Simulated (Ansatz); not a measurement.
A Si vacancy next to a Si vacancy in diamond Si, 62 atoms, charge −1

All numbers come from Ansatz (PAW, plane waves, no spin–orbit coupling) at the single k point (¼, ¼, ¼) without its symmetry partners. The atoms were relaxed with PBEsol in a fixed cell; other functionals are single points on those atoms unless said otherwise. The valence top and gap of the host come from its small cell on a dense mesh, with the band extrema sought between the mesh points, lined up by the mean potential, PBEsol gap 0.46 eV, r²SCAN gap 0.76 eV. The charge correction uses an assumed dielectric constant of 11.7.

Cell: a = 10.866 Å, b = 10.866 Å, c = 10.866 Å, α = 90.00°, β = 90.00°, γ = 90.00°.

Nearest atoms after relaxation, from the placed atom (for vacancies from the middle of the vacant sites): Si at 2.75 Å, Si at 2.75 Å, Si at 2.75 Å, Si at 2.75 Å, Si at 2.83 Å, Si at 2.84 Å.

Chemical potentials μ are those of reference phases of the elements at zero temperature by the same functional (the usual solids, diamond for C, grey Sn, and the molecules H2, N2, O2, F2, Cl2, Br2 and S8).

| functional | E(defect) − E(host) − Σ nμ + q·E_VBM (eV) | monopole (eV) | alignment (eV) | formation energy at E_F = VBM (eV) | moment (μB) | wall time, shared host |
| --- | --- | --- | --- | --- | --- | --- |
| PBEsol | 5.42 | 0.16 | 0.22 | 5.80 | 3.0 | 12 s on NVIDIA H100 (relaxation) |
| r²SCAN | 5.87 | 0.16 | 0.22 | 6.25 | 3.0 | 12 s on NVIDIA H100 |

(1) How does the monopole term follow by hand for this cubic cell?

r²SCAN one-electron levels near the gap (the ten most localised at most), from the host's valence top, not corrected for the charge's images:

| level (eV) | spin | filling | atoms sharing it | element of the atom with most weight |
| --- | --- | --- | --- | --- |
| 0.04 | up | 1.00 | 15.7 | Si |
| 0.23 | up | 1.00 | 21.2 | spread |
| 0.27 | up | 1.00 | 15.5 | Si |
| 0.46 | up | 0.00 | 19.7 | spread |
| 0.78 | down | 0.00 | 15.3 | Si |
| 0.88 | down | 0.00 | 12.7 | Si |
| 0.89 | down | 0.00 | 19.9 | spread |
| 0.95 | down | 0.00 | 18.6 | spread |
| 1.03 | up | 0.00 | 61.4 | spread |

One k point and a cell of this size can leave errors of several tenths of an eV in such numbers.

Results:

(1) q²·α·e²/(4πε₀)/(2εL) with the Madelung constant α = 2.837 and e²/4πε₀ = 14.40 eV·Å: 1 × 2.837 × 14.40 / (2 × 11.7 × 10.866) = 0.16 eV.

Both functionals give the negative divacancy three unpaired electrons, whereas experiment knows this charge state as a doublet. Removing two adjacent atoms leaves six dangling bonds, which here share seven electrons. In the known state, inward relaxation and a Jahn–Teller distortion let neighbouring dangling bonds rebond in pairs, leaving one electron unpaired. The computed moment instead corresponds to exchange winning over this pairing. The likely cause is convergence to a high-spin solution, with the relaxation then following that solution; overlap between periodic images of the extended defect states may also contribute. The agreement between functionals is weak support for the high spin, since both use the same atomic positions.

The filled spin-up level at 0.27 eV and the empty one at 0.46 eV lie in the middle part of the r²SCAN gap and are spread over many atoms, as expected for dangling-bond combinations mixed with the host's back bonds. The formation energies therefore belong to this high-spin configuration, and a doublet relaxed in its own distorted geometry could well lie lower.
